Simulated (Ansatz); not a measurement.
The polar optical mode of AlP at 20 GPa, worked through

Theory: Ansatz 0.2.0, DFT PBEsol, scalar-relativistic, plane waves, PAW. Settings: 420 eV plane-wave cutoff, Γ-centred 10×10×10 mesh, fixed occupations. No spin polarisation. Phonons by linear response, acoustic sum rule imposed.

The cell, relaxed at 20 GPa:
```
Al P
1.0
     0.00000    2.58905    2.58905
     2.58905    0.00000    2.58905
     2.58905    2.58905    0.00000
Al P
1 1
Direct
  0.00000 0.00000 0.00000
  0.75000 0.75000 0.75000
```

Other phases may be more stable at this pressure.

Linear response gives ν_TO = 527.6 cm⁻¹, Born charges ±2.139 e (positive on Al) and ε∞ = 8.321. The primitive cell holds 34.710 Å³, and the masses are 26.982 and 30.974 amu.

Question: Find ν_LO and the static dielectric constant.

Answer: The long-wave field adds a restoring force: ω_LO² − ω_TO² = Z*²e²/(ε_vac ε∞ μV). In these units ν_LO² − ν_TO² = 4.92064×10⁷ Z*²/(μ V ε∞) cm⁻², with μ = m₁m₂/(m₁ + m₂) = 14.420 amu: 54064 cm⁻². So ν_LO = √(527.6² + 54064) = 576.6 cm⁻¹, and the run gives 576.6. Lyddane–Sachs–Teller then gives ε0 = ε∞ (ν_LO/ν_TO)² = 9.94, against 9.94 in the run (it forms both from the same three quantities, so the match checks the arithmetic only). Between ν_TO and ν_LO the dielectric function is negative and an undamped crystal reflects fully: a reststrahlen band from 17.3 to 19.0 μm.

Question: What do the Clausius–Mossotti polarisability and the Szigeti charge come to?

Answer: With the Lorentz local field, α = (3V/4π)(ε∞ − 1)/(ε∞ + 2) = 5.88 Å³ for the pair, and e_S = 3Z*/(ε∞ + 2) = 0.62 e. The Born charge includes the electrons' response to the dipole's own local field, and e_S takes that enhancement out. The Lorentz field assumes point-like polarisable ions, a poor picture once ε∞ is this large, since the electron clouds then overlap or are shared, so both numbers are formal here.

Question: How strongly does a slow electron couple to the LO mode?

Answer: For one isotropic parabolic band, Fröhlich's constant is α_F = (1/ε∞ − 1/ε0) √(m* Ry/ħω_LO), with Ry = 13.606 eV, ħω_LO = 71.5 meV and m* in free-electron masses: α_F = 0.0195 × 13.80 × √m* = 0.27 √m*. The band mass isn't part of this run; for m* = 0.1, 0.3 and 1 it gives 0.09, 0.15, 0.27. In weak coupling the polaron lies α_F ħω_LO below the band edge (11 meV at m* = 0.3) with a mass m*(1 + α_F/6); past α_F of about 5 or 6 that expansion fails. A semilocal functional's ε∞ tends to be too large, which taken alone lowers α_F.

Cost: 1 run of about 1.2 core-minutes, on Intel Xeon Processor @ 2.50GHz (Skylake/Cascade Lake) (shared hosts).

AlP at this pressure is a moderately polar, largely covalent semiconductor. The Born charge of 2.139 e describes how polarisation follows the moving sublattices, including charge flowing through the sp³ bonds, so it is not a static charge on Al. Although this charge is sizeable, the easily polarised valence electrons screen the long-range field and keep the LO mode only modestly above TO.

The lattice adds little to the static dielectric constant, because stiff bonds limit the ionic displacement in a slow field. At fixed Born charge, volume and TO frequency, that addition doesn't depend on ε∞, whereas the LO–TO splitting does. The small lattice share also explains the weak Fröhlich coupling at all three trial masses, helped by the high LO frequency.

For real conduction electrons the single-mass estimate is only a guide: AlP is an indirect semiconductor with anisotropic valleys near X, where deformation-potential and intervalley scattering also matter. Weak polar coupling therefore doesn't by itself imply high mobility.
